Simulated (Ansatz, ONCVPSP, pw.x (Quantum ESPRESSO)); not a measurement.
## From atom to crystal: ONCV potential for silicon (Si)

- Element: Si
- Generator: ONCVPSP 4.0.1.1 (patched build)
- Type: optimised norm-conserving Vanderbilt (ONCV)
- Functional: PBE
- Relativity: scalar-relativistic
- Frozen core: [Ne]
- Valence charge: 4
- Reference configuration: 3s2 3p1 (charge +1)
- Partial waves: 3s: rc 1.85 bohr, ncon 4, nbas 7, qcut 3.6 1/bohr, 2 projectors, debl 0.4 Ha; 3p: rc 2.25 bohr, ncon 3, nbas 7, qcut 3.7 1/bohr, 2 projectors, debl 1 Ha
- Local potential: polynomial inside 1.20 bohr (lpopt 4, dvloc0 0 Ha)
- Core correction: polynomial model core, fcfact 0.75

In the s channel the program set the typed energies aside and used -0.700, 0.250 Ha.

Atomic tests: cutoffs needed: 10 Ha and 30 Ha (the cutoffs (Ha) at which the residual kinetic energy of the hardest occupied pseudo-wave falls to 1 and 0.1 mHa per electron); ghost test: no bound ghost flagged; no localised positive-energy state flagged; largest excitation error: +7.7 meV (all-electron minus pseudo) for 3s1 3p0, out of 4 test configurations.

Crystal test: diamond Si in pw.x 7.5, no spin, 8³ k-points, Fermi–Dirac smearing 0.01 Ry, cutoffs 70/280 Ry. The reference is all-electron LAPW (Ansatz 0.2.0) with the same functional, mesh and smearing; V0 and B0 come from Birch–Murnaghan fits to the pressures at five volumes. Errors are pseudo minus all-electron; Δ is the rms difference of the E(V) curves that follow from these fits, minima aligned, over ±6 % about the mean V0. Mesh and smearing are coarse, so the numbers serve the comparison and aren't converged zero-temperature values; the lattice is a test structure that the element need not adopt.

All-electron: a0 = 5.469 Å (V0 = 20.45 Å³/atom), B0 = 88.5 GPa.

Question: How far does the potential miss the all-electron equation of state?

Answer: mean pressure error (GPa): +0.71; a0 (Å): 5.484; a0 error (%): +0.27; B0 error (%): -1.6; Δ (meV/atom): 3.1.

| V (Å³/atom) | P all-electron (GPa) | P pseudo (GPa) |
| --- | --- | --- |
| 19.440 | 5.01 | 5.80 |
| 19.951 | 2.31 | 3.06 |
| 20.463 | -0.05 | 0.66 |
| 20.975 | -2.12 | -1.45 |
| 21.486 | -3.93 | -3.30 |

Question: At the middle volume, how do free energy and pressure move when the wave cutoff is lowered (ecutrho kept at four times it)?

Answer:

```
cutoff (Ry)  shift of F (meV/atom)  shift of P (GPa)
         32                  +14.8             +0.01
         42                  +12.2             +0.08
         56                   +6.3             -0.14
```

The run at the middle volume (29 k-points, 7 iterations) took about 18 s on one core of a shared host (Neoverse-N1, 64 threads, 124 GiB, load 59).
